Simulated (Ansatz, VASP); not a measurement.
**BN in VASP and in Ansatz**

INCAR

```
SYSTEM = BN
PREC     = Accurate       ! precision mode
ENCUT    = 520            ! plane-wave cutoff, eV
EDIFF    = 1E-6           ! SCF threshold, eV
ISMEAR   = 0              ! smearing method
SIGMA    = 0.05           ! smearing width, eV
LREAL    = .FALSE.        ! projectors in reciprocal space
LASPH    = .TRUE.         ! aspherical terms in the spheres
NELM     = 100            ! most SCF steps
ALGO     = Normal         ! electronic algorithm
ISIF     = 2              ! what is computed and relaxed
LWAVE    = .FALSE.        ! write WAVECAR
LCHARG   = .FALSE.        ! write CHGCAR
GGA      = PE             ! functional
IVDW     = 12             ! dispersion correction
NBANDS   = 11             ! bands
```

File KPOINTS:

```
Automatic mesh
0
G
  12 12 12
  0 0 0
```

Contents of POSCAR:

```
BN
1.0
    0.0000000000      3.4953158300      2.1335998714
    1.2516321000      0.0000000000      2.1335998714
    1.2516321000      3.4953158300      0.0000000000
B N
1 1
Direct
    0.0000486500      0.0000486500      0.9999513500
    0.6666513400      0.6666513400      0.3333486600
```

Input for Ansatz:

```yaml
crystal:
  lattice:
    - [0.0, 3.49531583, 2.1335998714]
    - [1.2516321, 0.0, 2.1335998714]
    - [1.2516321, 3.49531583, 0.0]
  atoms:
    - { symbol: B, position: [4.865e-05, 4.865e-05, 0.99995135] }
    - { symbol: "N", position: [0.66665134, 0.66665134, 0.33334866] }
basis:
  ecutwfc: 420
kpoints:
  mp_grid: { grid: [12, 12, 12] }
hamiltonian:
  xc: pbe
  dispersion: d3bj
scf:
  occupations: { method: gaussian, width: 0.05 }
output:
  forces: true
  stress: true
  eigenvalues: true
```

Change from the starting cell: strain +0.000 along x and y, -0.015 along z, atoms carried along.

Alike in both runs: task single point; functional PBE; dispersion D3(BJ); k mesh 12 × 12 × 12; occupations gaussian, width 0.05 eV; no spin polarisation.

```csv
,VASP,Ansatz
version,VASP 6.6.1,Ansatz 0.2.0
potentials or method,"VASP PAW PBE potentials, release 64 (B, N)","scalar-relativistic, plane waves, PAW"
plane-wave cutoff (eV),520,420
valence electrons in the cell,8,8
```

VASP gave:

* gap on the k mesh at the Fermi level (eV): 3.96
* least direct gap on the mesh (eV): 4.60
* pressure (GPa): 6.3
* largest component of the traceless stress (GPa): 9.48
* rms of the force components (eV/Å): 0.137

Question: Which values does Ansatz return?

Answer: gap on the k mesh at the Fermi level (eV): 3.96; least direct gap on the mesh (eV): 4.60; pressure (GPa): 6.2; largest component of the traceless stress (GPa): 9.35; rms of the force components (eV/Å): 0.137.

Atom by atom the forces differ by 0.000 eV/Å (rms over components).

A k mesh can miss the band edges.
